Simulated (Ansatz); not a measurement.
HgTe (Coloradoite):

```
CELL_PARAMETERS angstrom
0.00000 3.21450 3.21450
3.21450 0.00000 3.21450
3.21450 3.21450 0.00000
ATOMIC_POSITIONS crystal
Hg 0.00000 0.00000 0.00000
Te 0.75000 0.75000 0.75000
```

| Property | Result |
| --- | --- |
| Program | Ansatz 0.2.0 |
| Task | relaxation of cell and atoms |
| Functional | HSEsol |
| Potentials or basis | Ansatz PAW |
| Cutoff | 420 eV (not typed: the program's choice for these potentials) |
| k mesh | 4 × 4 × 4 |
| Occupations | fermi-dirac, width 0.05 eV |
| Spin | no spin polarisation |

At the start: volume 33.22 Å³/atom.

Where does the relaxation end?

It ends after 5 steps and the volume is 34.30 Å³/atom (+3.3 %); space group F-43m (No. 216, to 0.05 Å).

Step by step:
| step | energy change (eV) | largest force (eV/Å) | volume (Å³) |
| --- | --- | --- | --- |
| 1 | 0.0000 | 0.0000 | 66.43 |
| 2 | -0.0044 | 0.0000 | 70.12 |
| 3 | -0.0093 | 0.0000 | 68.69 |
| 4 | -0.0094 | 0.0000 | 68.60 |
| 5 | -0.0102 | 0.0000 | 68.60 |

Final structure:
```xyz
2
Lattice="0.0000 3.2491 3.2491 3.2491 0.0000 3.2491 3.2491 3.2491 0.0000" Properties=species:S:1:pos:R:3 pbc="T T T"
Hg    0.0000    0.0000    0.0000
Te    4.8736    4.8736    4.8736
```

Caveat: the k mesh is coarse (spacing up to 0.42 Å⁻¹), so the values aren't converged, least of all with exact exchange; the plane-wave basis is chosen anew once the cell has moved, so the energies of steps on either side of that aren't comparable; the PAW data sets come from PBE, with cores solved anew for the run's functional, which leaves a small shift of forces and pressure.
